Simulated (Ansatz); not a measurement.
# ZrS (Fm-3m) in Ansatz: elastic constants with LDA

Aim: the elastic constants of ZrS with LDA.

Everything below comes from runs of Ansatz 0.2.0. Logs are shortened: lines on timing, memory, paths and dates and some standing lists are left out, and cuts for length are marked.

### 1 The structure

The structure is cubic, space group Fm-3m (No. 225). The conventional cell has a = 5.250 Å, b = 5.250 Å, c = 5.250 Å, α = 90.00°, β = 90.00°, γ = 90.00°. Around Zr (site symmetry m-3m) lie 6 S at 2.62 Å. S (site symmetry m-3m) has 6 Zr at 2.62 Å as nearest neighbours.

### 2 Elastic constants, LDA

Input file input.yaml:

```yaml
crystal:
  lattice:
    - [0.0, 2.625, 2.625]
    - [2.625, 0.0, 2.625]
    - [2.625, 2.625, 0.0]
  atoms:
    - { symbol: Zr, position: [0.0, 0.0, 0.0] }
    - { symbol: S, position: [0.5, 0.5, 0.5] }
hamiltonian:
  xc: lda
  pseudopotentials: { kind: paw }
kpoints:
  mp_grid: { grid: [7, 7, 7] }
scf:
  occupations: { method: fermi_dirac, width: 0.05 }
output:
  forces: true
  stress: true
elastic:
  mode: relaxed_ion
  stencil: two_point
```

Potentials or basis: Ansatz PAW.

On the command line:

```bash
ansatz run input.yaml --threads 2 --pin off --max-ram 5632MiB --backend cpu --events-out ev --progress --plain --runs-dir out
```

The program printed:

```text
Warning: RAYON_NUM_THREADS=2 ignored (pool sized by the plan → 2); use --threads N
Engine: ansatz 0.2.0, x86_64-unknown-linux-gnu
Pseudopotentials: kind: paw
Pseudopotential: Zr, paw, valence charge 12, recommended cutoff 420 eV (normal), Zr.paw.azcp
Pseudopotential: S, paw, valence charge 6, recommended cutoff 420 eV (normal), S.paw.azcp
Functional definition: SPW92
  exchange = slater_x
  correlation = pw_c
Crystal: 2 atoms, lattice volume = 36.176 Å³
Basis set: ecut = 420 eV, 725 PW (Γ)
Bands: 13, of which v1, the nominal top of the filled ones, is band 9 counted from 1 (8 counted from 0)
Symmetry: 48 space group operations
Space group: Fm-3m (ITA 225), of the structure as read, at distance tolerance 3.3e-5 Å
k-points: 20 of 343
Non-local potential: Zr, projectors of the file, l = 0: 3, l = 1: 2, l = 2: 2, l = 3: 2
Non-local potential: S, projectors of the file, l = 0: 2, l = 1: 2, l = 2: 2
PAW form: soft (Blöchl's): semilocal exchange-correlation on the pseudo side does not see the compensation charge
PAW frozen core: Zr, regenerated for the run's functional, and the local potential with it (the file was generated under x = pbe(κ = 0.804, μ = 0.2195149727645171), c = pbe(β = 0.06672455060314922))
PAW frozen core: S, regenerated for the run's functional, and the local potential with it (the file was generated under x = pbe(κ = 0.804, μ = 0.2195149727645171), c = pbe(β = 0.06672455060314922))
PAW one-centre angular grid: Zr, 590 points (default); XC on 64 Gauss nodes
PAW one-centre angular grid: S, 110 points (default); XC on 64 Gauss nodes
Initial density: superposition of atomic densities (neutral atoms: chi_scale 0, normalization atom), corrected by the library's trained network
Initial wavefunctions: pseudopotential atomic-orbital guess
Functional: x = slater, c = lda
SCF iter   1: F=—  HF=-4950.136208 eV  |F-HF|=—  |Δ(HF+E_count)|=         —  Δρ=5.47e-3  dr2=3.85e-3  ethr=1.77e-3  ⟨swp⟩=5.2  Hψ=3268  notcnv=0  defer=1
automatic band count: the SCF goes on with 17 bands, as 13 were too few: the levels above may hold too much charge
preconditioner: auto → Kerker (q_TF=auto, 2.429 Å⁻¹)  [metal: Δε(μ)=0.046 eV  Ē_g=11.392 eV  σ=0.050 eV  W_gap=0.22  n_scr=14 (ndim 8)  ℏωp=19.5 eV  f_vac=0.000  D(μ)=1.58/eV (n_scr^D=14)]
SCF iter   2: F=—  HF=-4950.133804 eV  |F-HF|=—  |Δ(HF+E_count)|=   2.40e-3  Δρ=3.27e-3  dr2=1.78e-3  ethr=2.14e-5  ⟨swp⟩=1.7  Hψ=523  notcnv=0  defer=13
SCF iter   3: F=—  HF=-4950.133333 eV  |F-HF|=—  |Δ(HF+E_count)|=   4.70e-4  Δρ=4.11e-4  dr2=3.79e-5  ethr=9.89e-6  ⟨swp⟩=1.4  Hψ=325  notcnv=0  defer=13
SCF iter   4: F=—  HF=-4950.133322 eV  |F-HF|=—  |Δ(HF+E_count)|=   1.11e-5  Δρ=1.74e-4  dr2=5.01e-6  ethr=2.11e-7  ⟨swp⟩=2.2  Hψ=374  notcnv=0  defer=13
SCF iter   5: F=—  HF=-4950.133324 eV  |F-HF|=—  |Δ(HF+E_count)|=   1.75e-6  Δρ=2.52e-5  dr2=2.61e-7  ethr=2.78e-8  ⟨swp⟩=2.8  Hψ=471  notcnv=0  defer=13
SCF iter   6: F=—  HF=-4950.133324 eV  |F-HF|=—  |Δ(HF+E_count)|=   4.19e-7  Δρ=1.19e-5  dr2=5.92e-8  ethr=1.45e-9  ⟨swp⟩=1.4  Hψ=385  notcnv=0  defer=13
SCF iter   7: F=—  HF=-4950.133324 eV  |F-HF|=—  |Δ(HF+E_count)|=   1.80e-8  Δρ=2.14e-6  dr2=1.78e-9  ethr=3.29e-10  ⟨swp⟩=2.3  Hψ=430  notcnv=0  defer=13
SCF iter   8: F=—  HF=-4950.133324 eV  |F-HF|=—  |Δ(HF+E_count)|=  3.29e-10  Δρ=1.21e-7  dr2=3.42e-12  ethr=9.91e-12  ⟨swp⟩=2.0  Hψ=407  notcnv=0  defer=13
SCF iter   9: F=—  HF=-4950.133324 eV  |F-HF|=—  |Δ(HF+E_count)|=  4.55e-12  Δρ=1.85e-8  dr2=1.14e-13  ethr=1.90e-14 (applied; sched 1.00e-12)  ⟨swp⟩=2.1  Hψ=488  notcnv=0  defer=34
SCF iter  10: F=-4950.133324 eV  HF=-4950.133324 eV  |F-HF|=1.82e-12  |Δ(HF+E_count)|=    0.00e0  Δρ=2.19e-9  dr2=1.02e-15  ethr=1.00e-12  ⟨swp⟩=6.5  Hψ=1194  notcnv=0
SCF 1 converged in 10 iterations: F = -4950.133324 eV  dr2 = 1.02e-15
Crystal: 2 atoms, lattice volume = 36.103 Å³
Bands: 17, of which v1, the nominal top of the filled ones, is band 9 counted from 1 (8 counted from 0)
Symmetry: 16 space group operations
k-points: 40 of 343
Initial density: handed on by an earlier stage of this run
Initial wavefunctions: those handed on with the density
iter 1 solved again at ethr=1.15e-7 eV; its pass at ethr=3.10e-3 eV (dr2=2.07e-5 eV) is discarded
SCF iter   1: F=—  HF=-4950.137270 eV  |F-HF|=—  |Δ(HF+E_count)|=         —  Δρ=2.79e-4  dr2=3.35e-5  ethr=1.15e-7  ⟨swp⟩=2.0  Hψ=3589  notcnv=0  defer=73
preconditioner: auto → Kerker (q_TF=auto, 2.429 Å⁻¹)  [metal: Δε(μ)=0.050 eV  Ē_g=11.410 eV  σ=0.050 eV  W_gap=0.24  n_scr=14 (ndim 8)  ℏωp=19.5 eV  f_vac=0.000  D(μ)=1.56/eV (n_scr^D=14)]
[... 12 lines left out ...]
SCF iter   2: F=—  HF=-4950.129119 eV  |F-HF|=—  |Δ(HF+E_count)|=   1.65e-8  Δρ=6.50e-6  dr2=5.11e-9  ethr=8.07e-11  ⟨swp⟩=1.0  Hψ=607  notcnv=0  defer=68
SCF iter   3: F=—  HF=-4950.129119 eV  |F-HF|=—  |Δ(HF+E_count)|=   4.95e-9  Δρ=6.27e-7  dr2=7.37e-11  ethr=2.84e-11  ⟨swp⟩=2.2  Hψ=941  notcnv=0  defer=68
[... 8 lines left out ...]
SCF iter   2: F=—  HF=-4950.133311 eV  |F-HF|=—  |Δ(HF+E_count)|=   1.99e-6  Δρ=6.71e-5  dr2=2.61e-6  ethr=3.67e-8  ⟨swp⟩=1.0  Hψ=970  notcnv=0  defer=86
SCF iter   3: F=—  HF=-4950.133310 eV  |F-HF|=—  |Δ(HF+E_count)|=   8.24e-7  Δρ=1.00e-5  dr2=3.88e-8  ethr=1.45e-8  ⟨swp⟩=2.5  Hψ=1295  notcnv=0  defer=86
SCF iter   4: F=—  HF=-4950.133310 eV  |F-HF|=—  |Δ(HF+E_count)|=   3.12e-7  Δρ=2.14e-6  dr2=8.92e-10  ethr=2.16e-10  ⟨swp⟩=2.3  Hψ=1296  notcnv=0  defer=86
SCF iter   5: F=—  HF=-4950.133310 eV  |F-HF|=—  |Δ(HF+E_count)|=  3.91e-11  Δρ=1.89e-7  dr2=6.32e-12  ethr=4.96e-12  ⟨swp⟩=1.7  Hψ=1276  notcnv=0  defer=86
SCF iter   6: F=—  HF=-4950.133310 eV  |F-HF|=—  |Δ(HF+E_count)|=  2.73e-12  Δρ=2.49e-8  dr2=1.31e-13  ethr=3.51e-14 (applied; sched 1.00e-12)  ⟨swp⟩=2.5  Hψ=1389  notcnv=0  defer=120
SCF iter   7: F=-4950.133310 eV  HF=-4950.133310 eV  |F-HF|=9.09e-13  |Δ(HF+E_count)|=    0.00e0  Δρ=2.29e-9  dr2=1.04e-15  ethr=1.00e-12  ⟨swp⟩=3.9  Hψ=2732  notcnv=0
SCF 4 converged in 7 iterations: F = -4950.133310 eV  dr2 = 1.04e-15
iter 1 solved again at ethr=1.02e-11 eV; its pass at ethr=3.10e-3 eV (dr2=1.84e-9 eV) is discarded
SCF iter   1: F=—  HF=-4950.133310 eV  |F-HF|=—  |Δ(HF+E_count)|=         —  Δρ=8.67e-6  dr2=1.76e-9  ethr=1.02e-11  ⟨swp⟩=2.6  Hψ=5891  notcnv=0  defer=99
preconditioner: auto → Kerker (q_TF=auto, 2.429 Å⁻¹)  [metal: Δε(μ)=0.048 eV  Ē_g=11.395 eV  σ=0.050 eV  W_gap=0.24  n_scr=14 (ndim 8)  ℏωp=19.5 eV  f_vac=0.000  D(μ)=1.56/eV (n_scr^D=14)]
SCF iter   2: F=—  HF=-4950.133310 eV  |F-HF|=—  |Δ(HF+E_count)|=   1.09e-8  Δρ=4.45e-6  dr2=5.48e-10  ethr=9.76e-12  ⟨swp⟩=1.0  Hψ=968  notcnv=0  defer=99
SCF iter   3: F=—  HF=-4950.133310 eV  |F-HF|=—  |Δ(HF+E_count)|=   3.73e-9  Δρ=2.20e-7  dr2=6.46e-12  ethr=3.04e-12  ⟨swp⟩=1.0  Hψ=976  notcnv=0  defer=99
SCF iter   4: F=—  HF=-4950.133310 eV  |F-HF|=—  |Δ(HF+E_count)|=  5.46e-12  Δρ=4.12e-8  dr2=4.12e-13  ethr=3.59e-14 (applied; sched 1.00e-12)  ⟨swp⟩=2.2  Hψ=1317  notcnv=0  defer=120
SCF iter   5: F=-4950.133310 eV  HF=-4950.133310 eV  |F-HF|=0.00e0  |Δ(HF+E_count)|=  9.09e-13  Δρ=8.57e-9  dr2=2.00e-14  ethr=1.00e-12  ⟨swp⟩=4.0  Hψ=2999  notcnv=0
SCF 5 converged in 5 iterations: F = -4950.133310 eV  dr2 = 2.00e-14
SCF converged after 10 iterations
Free energy (F): -4950.133324 eV
Harris-Foulkes:  -4950.133324 eV  (|F-HF|=1.82e-12)
Internal energy: -4950.120863 eV  (E = F + TS)
E sigma→0 (E₀):  -4950.127094 eV
Entropy (-TS):   -0.012461 eV (-6.231 meV/atom)
Fermi energy:    14.295624 eV
--- Per-component energies (eV) ---
  E_band       = -76.485641
  E_kinetic    = 444.703052
  E_local      = -704.794412  (includes V_loc(G=0)·N_el)
  E_nonlocal   = 112.866383
  E_hartree    = 220.467289
  E_xc         = -258.847815
  E_vxc        = -281.166735  (∫ρ·V_xc dr)
  E_paw        = -3418.059516  (= ΣΔE_a)
  E_vpaw       = -89.028531  (= ΣTr[D̂ρ^β])
  E_aug_tail   = 0.000025  (compensation charges beyond the density's cutoff)
  E_ewald      = -1346.979466
  E_core_change = 0.523598  (= ΣΔE_core)
  E_smearing   = -0.012461  (= −TS)
  E_closure    = 0.000000  (closes the sum)
  Σ components = -4950.133324   (vs F -4950.133324, Δ=0.00e0)
--- Forces (eV/Å), atoms counted from 1 ---
  atom   1  Zr    -0.00000000     0.00000000    -0.00000000
  atom   2  S      0.00000000    -0.00000000     0.00000000
  max |Σ_I F_I| component: 6.57e-31 eV/Å
--- Stress (GPa, compression-positive) ---
       -9.013590       0.000000       0.000000
        0.000000      -9.013590      -0.000000
       -0.000000      -0.000000      -9.013590
  P = ⅓ Tr σ = -9.0136 GPa (-90.136 kbar)
--- Band table (eV; the first three rows and the last of 20) ---
  k-point 0: bands = ["-35.5614", "-13.5676", "-13.5676", "-13.5676", "-1.4258", "10.8553", "10.8553", "10.8553", "12.9492", "12.9492", "12.9492", "13.6095", "13.6095", "16.1187", "21.5461", "26.5043", "26.5043"]
  k-point 1: bands = ["-35.5564", "-13.6355", "-13.5734", "-13.5734", "-1.1733", "9.5847", "10.0434", "10.0434", "13.3534", "13.3534", "13.3737", "14.8049", "14.8049", "17.1928", "22.2669", "25.2032", "25.4997"]
  k-point 2: bands = ["-35.5454", "-13.7834", "-13.5865", "-13.5865", "-0.5499", "7.7396", "9.0247", "9.0247", "14.0435", "14.3375", "14.3375", "17.0365", "17.0365", "18.5462", "22.2858", "23.0717", "23.0717"]
  k-point 19: bands = ["-35.5275", "-13.7695", "-13.7659", "-13.6659", "-0.2439", "7.9379", "8.3747", "8.7327", "13.7970", "14.9629", "16.3416", "16.5540", "16.8342", "20.9261", "21.9448", "22.2890", "23.8632"]
--- Elastic constants: 2 strain directions × 2 members + reference (group order 48) ---
  dense FFT box of the reference and of every strained cell: 25×25×25
  strains applied: 11, 23; error gains: componentwise 1.00 (the most a stress slope's error grows in a printed constant), spectral 1.73 (1 for all six strains in a standard setting)
  C = ∂σ_k/∂η_j (tension-positive GPa; Voigt order 11 22 33 23 13 12):
       293.624     25.208     25.208     -0.000     -0.000      0.000
        25.208    293.624     25.208      0.000     -0.000     -0.000
        25.208     25.208    293.624      0.000      0.000     -0.000
         0.000      0.000      0.000     20.186     -0.000      0.000
        -0.000      0.000      0.000     -0.000     20.186      0.000
         0.000     -0.000      0.000      0.000     -0.000     20.186
  reference stress σ⁰ (GPa):      9.014      9.014      9.014      0.000      0.000     -0.000
  C* (energy form; C + prestress term) asymmetry max|C*_kj − C*_jk| = 1.421e-14 GPa — a small one proves nothing (zero by symmetry where the batch's group is 432, −43m or m−3m); a large one is finite-difference/SCF noise where every solve meets its electron count
  moduli (Voigt/Reuss/Hill, GPa): K = 114.68/114.68/114.68   G = 65.80/30.58/48.19   E = 126.80   ν = 0.316
  mechanically stable: yes (min eigenvalue of sym C = 20.19 GPa)
  strain η (Voigt 11):  stress-route row diagonal C_11 = 293.62 GPa, energy-path curvature d²(F+E_count+ΔE)/dδ²/Ω₀ = 293.60 GPa
         δ    σ_11 (GPa)             F (eV)   n_scf  n_hpsi   n_pw
    -2.000e-3       8.4169       -4950.1372536       8   10939    725   relax 0 steps, max|allowed force component| 4.44e-31 eV/Å
     2.000e-3       9.5914       -4950.1291189       5    8798    725   relax 0 steps, max|allowed force component| 8.87e-31 eV/Å
  strain η (Voigt 23):  stress-route row diagonal C_44 = 20.19 GPa, energy-path curvature d²(F+E_count+ΔE)/dδ²/Ω₀ = 15.66 GPa
         δ    σ_23 (GPa)             F (eV)   n_scf  n_hpsi   n_pw
    -2.000e-3      -0.0404       -4950.1333099       7   15582    725   relax 0 steps, max|allowed force component| 2.47e-30 eV/Å
     2.000e-3       0.0404       -4950.1333099       5   13047    725   relax 0 steps, max|allowed force component| 1.08e-30 eV/Å
```

Wall time 3.9 s (2 threads of Intel Xeon 6975P-C (Granite Rapids), shared host); peak memory 0.39 GiB.

What came out:

```yaml
Free_energy: -4950.1333 eV
Pressure: -9.0 GPa
Band_gap_on_the_k_mesh: none (metal or under the smearing width)
Elastic_constants_C11_C12_C44: 294, 25, 20 GPa
Voigt_bulk_modulus: 115 GPa
```

Levels at points of the mesh, in eV from the Fermi level:
| k point | band 5 | band 6 | band 7 | band 8 | band 9 | band 10 | band 11 | band 12 | band 13 | band 14 |
| --- | --- | --- | --- | --- | --- | --- | --- | --- | --- | --- |
| (0.00, 0.00, 0.00) | -15.72 | -3.44 | -3.44 | -3.44 | -1.35 | -1.35 | -1.35 | -0.69 | -0.69 | 1.82 |

Elastic tensor in Voigt notation (GPa, in the Cartesian axes of the cell as first typed):
```
294  25  25   0   0   0
 25 294  25   0   0   0
 25  25 294   0   0   0
  0   0   0  20   0   0
  0   0   0   0  20   0
  0   0   0   0   0  20
```

Caveat: the cell is more than 3 GPa from zero pressure, which shifts response properties; elastic constants of metals need much finer meshes, so these are rough; the PAW data sets come from PBE, with cores solved anew for the run's functional, which leaves a small shift of forces and pressure.
